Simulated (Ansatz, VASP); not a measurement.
**Au: VASP beside Ansatz**

```
Au
1.0
     0.00000    2.04550    2.04550
     2.04550    0.00000    2.04550
     2.04550    2.04550    0.00000
Au
1
Cartesian
  0.0000 0.0000 0.0000
```

Alike in both runs: task single point; functional PBE; k mesh 20 × 20 × 20; occupations gaussian, width 0.15 eV; no spin polarisation.

|  | VASP | Ansatz |
| --- | --- | --- |
| version | VASP 6.6.1 | Ansatz 0.2.0 |
| potentials or method | VASP PAW PBE potentials, release 64 (Au) | scalar-relativistic, plane waves, PAW |
| plane-wave cutoff (eV) | 520 | 420 |
| valence electrons in the cell | 11 | 19 |

```tsv
	VASP	Ansatz	Ansatz less VASP
gap on the k mesh at the Fermi level (eV)	none	none	-
pressure (GPa)	7.6	7.9	+0.30
```

A gap of «none» marks a metal or a gap that the smearing closes. The functional is the same, so the differences come from potentials, cutoffs and numerics. The two sets of potentials don't hold the same shells in valence.

The runs have no spin-orbit coupling, so splittings on Au are missing.
